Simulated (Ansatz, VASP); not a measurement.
Ag: VASP beside Ansatz

Contents of INCAR:

```
  PREC = Accurate
  ENCUT = 520
  EDIFF = 1E-6
  ISMEAR = -1
  SIGMA = 0.1
  LREAL = F
  LASPH = T
  NELM = 60
  ALGO = Normal
  ISIF = 2
  LWAVE = F
  LCHARG = F
  GGA = B5
  ALDAX = 1.0
  AGGAX = 1.0
  AGGAC = 1.0
  ALDAC = 0.0
  NBANDS = 18
```

The input KPOINTS:

```
regular mesh
0
Gamma
  10 10 10
```

Contents of POSCAR:

```
Ag
1.0
    0.0000000000      3.1879028725      3.1879028725
    3.1879028725      0.0000000000      3.1879028725
    3.1879028725      3.1879028725      0.0000000000
Ag
2
Direct
    0.1250000000      0.1250000000      0.1250000000
    0.8750000000      0.8750000000      0.8750000000
```

Input for Ansatz:

```yaml
crystal:
  lattice:
    - [0.0, 3.1879028725, 3.1879028725]
    - [3.1879028725, 0.0, 3.1879028725]
    - [3.1879028725, 3.1879028725, 0.0]
  atoms:
    - { symbol: Ag, position: [0.125, 0.125, 0.125] }
    - { symbol: Ag, position: [0.875, 0.875, 0.875] }
hamiltonian:
  xc: blyp
  pseudopotentials:
    kind: paw
    azcp:
      Ag: "pseudopotentials/Ag.paw.azcp"
basis:
  ecutwfc: 420
  fft_grid_basis: typed
kpoints:
  mp_grid: { grid: [10, 10, 10], shift: [0, 0, 0] }
magnetization:
  spin_polarized: false
scf:
  occupations: { method: fermi_dirac, width: 0.1 }
  lower_state_search: "off"
output:
  stress: true
  write_density: true
  write_potential: true
  elf: true
  volumetric_format: npy
```

Alike in both runs: task single point; functional BLYP; k mesh 10 × 10 × 10; occupations fermi-dirac, width 0.1 eV; no spin polarisation.

|  | VASP | Ansatz |
| --- | --- | --- |
| version | VASP 6.6.1 | Ansatz 0.2.0 |
| potentials or method | VASP PAW PBE potentials, release 64 (Ag) | plane waves (420 eV) with PAW, scalar-relativistic |
| plane-wave cutoff (eV) | 520 | 420 |
| valence electrons in the cell | 22 | 38 |

Ansatz gave:

- pressure (GPa): 0.0

Question: Which values does VASP return?

Answer: Pressure (GPa): 0.1.

The two sets of potentials don't hold the same shells in valence.

Caveats: the PAW data sets were made with another functional, which shifts forces and pressure a little (VASP).
